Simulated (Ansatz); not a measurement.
# Residual resistivity of an alloy: Ru(0001) with 2 layers of random Ru-Au, 2x2, part 2 of 2

Wanted: resistance against the alloy's length, first Ru(0001) with 2 layers of random Ru-Au, 2x2.

Ansatz 0.2.0; Ansatz plane-wave DFT, PBE, PAW files; ballistic transport by layer matching (Landauer), zero bias; PAW set soft_1.

So far. Step 3 (With 6 alloy layers): Over the solved energies the transmission per spin lies between 1.20 and 1.30, out of 5.46 channels of the lead on average (up to 5.94). The log calls the step of a lead's potential too much.

**4. With 10 alloy layers**

In 10 layers a share of 0.75 of the sites is given to Au at random. A fresh draw is used; the growth of the resistance with length is what counts.

System of this step: Ru(0001) with 10 layers of random Ru-Au, 2x2. The cell holds 80 atoms: 50 Ru and 30 Au. Cell: a = 5.412 Å, b = 5.412 Å, c = 42.819 Å, α = 90.0°, β = 90.0°, γ = 120.0°. It derives from Ru. Regions: lead, 40 atoms (40 Ru); scattering region, 40 atoms (30 Au and 10 Ru). The structure is stacked along c, and the current runs across the ab planes.

File input.yaml:

```yaml
crystal:
  lattice:
    - [5.4116, 0.0, 0.0]
    - [-2.7058, 4.6865830751, 0.0]
    - [0.0, 0.0, 42.819]
  atoms:
    - { symbol: Ru, position: [0.1666666667, 0.3333333333, 0.025] }
    - { symbol: Ru, position: [0.1666666667, 0.8333333333, 0.025] }
    - { symbol: Ru, position: [0.6666666667, 0.3333333333, 0.025] }
    - { symbol: Ru, position: [0.6666666667, 0.8333333333, 0.025] }
    - { symbol: Ru, position: [0.3333333333, 0.1666666667, 0.075] }
    - { symbol: Ru, position: [0.3333333333, 0.6666666667, 0.075] }
    - { symbol: Ru, position: [0.8333333333, 0.1666666667, 0.075] }
    - { symbol: Ru, position: [0.8333333333, 0.6666666667, 0.075] }
    - { symbol: Ru, position: [0.1666666667, 0.3333333333, 0.125] }
    - { symbol: Ru, position: [0.1666666667, 0.8333333333, 0.125] }
    - { symbol: Ru, position: [0.6666666667, 0.3333333333, 0.125] }
    - { symbol: Ru, position: [0.6666666667, 0.8333333333, 0.125] }
    - { symbol: Ru, position: [0.3333333333, 0.1666666667, 0.175] }
    - { symbol: Ru, position: [0.3333333333, 0.6666666667, 0.175] }
    - { symbol: Ru, position: [0.8333333333, 0.1666666667, 0.175] }
    - { symbol: Ru, position: [0.8333333333, 0.6666666667, 0.175] }
    - { symbol: Ru, position: [0.1666666667, 0.3333333333, 0.225] }
    - { symbol: Ru, position: [0.1666666667, 0.8333333333, 0.225] }
    - { symbol: Ru, position: [0.6666666667, 0.3333333333, 0.225] }
    - { symbol: Ru, position: [0.6666666667, 0.8333333333, 0.225] }
    - { symbol: Au, position: [0.3333333333, 0.1666666667, 0.275] }
    - { symbol: Au, position: [0.3333333333, 0.6666666667, 0.275] }
    - { symbol: Au, position: [0.8333333333, 0.1666666667, 0.275] }
    - { symbol: Au, position: [0.8333333333, 0.6666666667, 0.275] }
    - { symbol: Au, position: [0.1666666667, 0.3333333333, 0.325] }
    - { symbol: Au, position: [0.1666666667, 0.8333333333, 0.325] }
    - { symbol: Au, position: [0.6666666667, 0.3333333333, 0.325] }
    - { symbol: Ru, position: [0.6666666667, 0.8333333333, 0.325] }
    - { symbol: Au, position: [0.3333333333, 0.1666666667, 0.375] }
    - { symbol: Ru, position: [0.3333333333, 0.6666666667, 0.375] }
    - { symbol: Au, position: [0.8333333333, 0.1666666667, 0.375] }
    - { symbol: Au, position: [0.8333333333, 0.6666666667, 0.375] }
    - { symbol: Au, position: [0.1666666667, 0.3333333333, 0.425] }
    - { symbol: Au, position: [0.1666666667, 0.8333333333, 0.425] }
    - { symbol: Au, position: [0.6666666667, 0.3333333333, 0.425] }
    - { symbol: Au, position: [0.6666666667, 0.8333333333, 0.425] }
    - { symbol: Au, position: [0.3333333333, 0.1666666667, 0.475] }
    - { symbol: Au, position: [0.3333333333, 0.6666666667, 0.475] }
    - { symbol: Ru, position: [0.8333333333, 0.1666666667, 0.475] }
    - { symbol: Au, position: [0.8333333333, 0.6666666667, 0.475] }
    - { symbol: Au, position: [0.1666666667, 0.3333333333, 0.525] }
    - { symbol: Au, position: [0.1666666667, 0.8333333333, 0.525] }
    - { symbol: Au, position: [0.6666666667, 0.3333333333, 0.525] }
    - { symbol: Ru, position: [0.6666666667, 0.8333333333, 0.525] }
    - { symbol: Ru, position: [0.3333333333, 0.1666666667, 0.575] }
    - { symbol: Ru, position: [0.3333333333, 0.6666666667, 0.575] }
    - { symbol: Au, position: [0.8333333333, 0.1666666667, 0.575] }
    - { symbol: Au, position: [0.8333333333, 0.6666666667, 0.575] }
    - { symbol: Ru, position: [0.1666666667, 0.3333333333, 0.625] }
    - { symbol: Au, position: [0.1666666667, 0.8333333333, 0.625] }
    - { symbol: Au, position: [0.6666666667, 0.3333333333, 0.625] }
    - { symbol: Au, position: [0.6666666667, 0.8333333333, 0.625] }
    - { symbol: Au, position: [0.3333333333, 0.1666666667, 0.675] }
    - { symbol: Au, position: [0.3333333333, 0.6666666667, 0.675] }
    - { symbol: Au, position: [0.8333333333, 0.1666666667, 0.675] }
    - { symbol: Au, position: [0.8333333333, 0.6666666667, 0.675] }
    - { symbol: Ru, position: [0.1666666667, 0.3333333333, 0.725] }
    - { symbol: Ru, position: [0.1666666667, 0.8333333333, 0.725] }
    - { symbol: Ru, position: [0.6666666667, 0.3333333333, 0.725] }
    - { symbol: Au, position: [0.6666666667, 0.8333333333, 0.725] }
    - { symbol: Ru, position: [0.3333333333, 0.1666666667, 0.775] }
    - { symbol: Ru, position: [0.3333333333, 0.6666666667, 0.775] }
    - { symbol: Ru, position: [0.8333333333, 0.1666666667, 0.775] }
    - { symbol: Ru, position: [0.8333333333, 0.6666666667, 0.775] }
    - { symbol: Ru, position: [0.1666666667, 0.3333333333, 0.825] }
    - { symbol: Ru, position: [0.1666666667, 0.8333333333, 0.825] }
    - { symbol: Ru, position: [0.6666666667, 0.3333333333, 0.825] }
    - { symbol: Ru, position: [0.6666666667, 0.8333333333, 0.825] }
    - { symbol: Ru, position: [0.3333333333, 0.1666666667, 0.875] }
    - { symbol: Ru, position: [0.3333333333, 0.6666666667, 0.875] }
    - { symbol: Ru, position: [0.8333333333, 0.1666666667, 0.875] }
    - { symbol: Ru, position: [0.8333333333, 0.6666666667, 0.875] }
    - { symbol: Ru, position: [0.1666666667, 0.3333333333, 0.925] }
    - { symbol: Ru, position: [0.1666666667, 0.8333333333, 0.925] }
    - { symbol: Ru, position: [0.6666666667, 0.3333333333, 0.925] }
    - { symbol: Ru, position: [0.6666666667, 0.8333333333, 0.925] }
    - { symbol: Ru, position: [0.3333333333, 0.1666666667, 0.975] }
    - { symbol: Ru, position: [0.3333333333, 0.6666666667, 0.975] }
    - { symbol: Ru, position: [0.8333333333, 0.1666666667, 0.975] }
    - { symbol: Ru, position: [0.8333333333, 0.6666666667, 0.975] }
kpoints:
  mp_grid: { grid: [5, 5, 1] }
hamiltonian:
  xc: pbe
  pseudopotentials: { kind: paw, azcp: { folder: soft_1 } }
scf:
  occupations: { method: fermi_dirac, width: 0.1 }
output:
  transmission:
    leads: [[0, 8]]
    kmesh: [10, 10]
    e_range: [-0.05, 0.05]
    de: 0.05
  write_potential: true
  write_density: true
  volumetric_format: npy
```

The run is started by

```
ansatz run input.yaml --threads 4 --pin off --max-ram 15360MiB --backend cpu --events-out ev --progress --plain --runs-dir out
```

Numbers of over 12 decimals in the logs are rounded to 6 here.

The program printed:

```text
[...]
Crystal: 80 atoms, lattice volume = 1085.972 Å³
Basis set: ecut = 420 eV, 21185 PW (Γ)
Bands: 822, of which v1, the nominal top of the filled ones, is band 685 counted from 1 (684 counted from 0)
Symmetry: 1 space group operations
[...]
k-points: 13 of 25 (time reversal used)
[...]
SCF iter   1: F=—  HF=-688606.888948 eV  |F-HF|=—  |Δ(HF+E_count)|=         —  Δρ=2.60e-1  dr2=3.84e4  ethr=3.10e-3  ⟨swp⟩=5.0  Hψ=34010  notcnv=0  defer=367
[...]
SCF iter  15: F=-688436.809972 eV  HF=-688436.809972 eV  |F-HF|=1.49e-8  |Δ(HF+E_count)|=   2.44e-9  Δρ=2.01e-7  dr2=1.49e-8  ethr=7.30e-12  ⟨swp⟩=2.0  Hψ=15961  notcnv=0
SCF 1 converged in 15 iterations: F = -688436.809972 eV  dr2 = 1.49e-8
[...]
transmission: 397 of 3952 steps passed
transmission: 792 of 3952 steps passed
[...]
transmission: 3952 of 3952 steps passed
SCF converged after 15 iterations
Free energy (F): -688436.809972 eV
[...]
Internal energy: -688434.508848 eV  (E = F + TS)
E sigma→0 (E₀):  -688435.659410 eV
Entropy (-TS):   -2.301124 eV (-28.764 meV/atom)
Fermi energy:    24.933854 eV
[...]
--- Band table (eV; the first three rows and the last of 13) ---
  k-point 0: bands = [... 681 lower, 25.4086, 25.4177, 25.4307, 25.4802, 25.5126, 25.5272, 25.5933, 25.6153, ... 133 higher]
  k-point 1: bands = [... 681 lower, 25.0983, 25.1217, 25.1388, 25.1686, 25.2125, 25.2593, 25.2933, 25.3042, ... 133 higher]
  k-point 2: bands = [... 681 lower, 24.6783, 24.6985, 24.7259, 24.7474, 24.8052, 24.8317, 24.8603, 24.8959, ... 133 higher]
  k-point 12: bands = [... 681 lower, 24.8021, 24.8392, 24.8774, 24.8989, 24.9299, 24.9705, 24.9928, 24.9954, ... 133 higher]
--- Transmission ---
  basis      : 223 plane waves across, 76 finite elements along
  points     : 52, standing for a mesh of 10 x 10
[...]
channels       : 5.280000e0 a spin
[...]
junction   : crystal 0 to crystal 0, 0.70 to 39.24 Å
    transmission   : 8.779931e-1 a spin
[...]
```

Elapsed: 36 min, on 4 threads of Arm Neoverse V1, shared host; peak memory 9 GiB.

Numbers from this step:

- free energy: -688436.8100 eV
- energy at zero smearing: -688435.6594 eV
- Fermi energy: 24.93 eV
- transmission per spin nearest the Fermi level: 0.8780
- step of the lead's potential: 18.4 meV

Per spin. Table of transmission, zone mean by energy, zero at the Fermi level:

| energy (eV) | transmission, zone mean |
| --- | --- |
| -0.0500 | 0.867 |
| 0.0000 | 0.878 |
| 0.0500 | 0.845 |

Over the solved energies the transmission per spin lies between 0.845 and 0.878, out of 5.46 channels of the lead on average (up to 5.94).

**5. The fit**

This step: Ansatz plane-wave DFT, PBE, PAW files; ballistic transport by layer matching (Landauer), zero bias; residual resistivity from the slope of the area resistance, atoms on the host's lattice; PAW set soft_1 (Ansatz 0.2.0).

This step gave:

```yaml
resistivity: 133.0 µΩ cm
intercept: 0.3428 fΩ m²
scatter_about_the_fit: 0.003336 fΩ m²
```

Resistance, by row:

```csv
run,length (Å),T,channels N,RA (fΩ m²)
n2,4.282,2.162,5.46,0.9147
n6,12.85,1.237,5.46,2.047
n10,21.41,0.8632,5.46,3.193
```

Area resistance against length of the alloy:

```csv
length of the alloy (Å),area resistance (fΩ m²)
4.28,0.915
12.85,2.05
21.41,3.19
```

The area resistance goes from 0.91 to 3.2 fΩ m² between 4.3 and 21.4 Å, a slope of 133 µΩ cm.

By hand from the end points: (3.193 − 0.9147) fΩ m² / (21.41 − 4.28) Å = 133 µΩ cm, since 1 fΩ m² per Å is 1000 µΩ cm.

**6. What came out**

| Property | Result |
| --- | --- |
| resistivity from the slope | 133 µΩ cm |
| area resistance over 4.28 Å | 0.915 fΩ m² |
| area resistance over 12.8 Å | 2.05 fΩ m² |
| area resistance over 21.4 Å | 3.19 fΩ m² |

In words: The slope gives 133 µΩ cm. The points scatter by 0.0033 fΩ m² about the line, with one random draw a length in a 2x2 cell, so the slope is a rough value. Read with a model of isotropic scattering on a spherical Fermi surface and the lead's 1.7×10¹⁵ S/m², this slope means a mean free path near 3.4 Å (a rough figure, since the alloy's own channel count differs); over these lengths the model's slope is within 3 % of its bulk resistivity, though a free path of a few ångströms strains the picture. The atoms sit on the host's lattice, so scattering by size misfit is left out. With 75 % of Au, whose own structure is another, this is a hypothetical phase. Spin-orbit coupling is left out, which matters for Au. A lead's potential steps by up to 40 meV from period to period, which the log calls too much, so longer leads could move the result.

[Logs are printed without paths, hosts, clocks, repeated set-up lines and the standing remarks that a program may print on its own settings, such as how far it seeks lower states.]

[Hosts, paths, dates, database ids (printed as entryN), source tags and the programs' standing remarks are cut or masked in the printed files.]
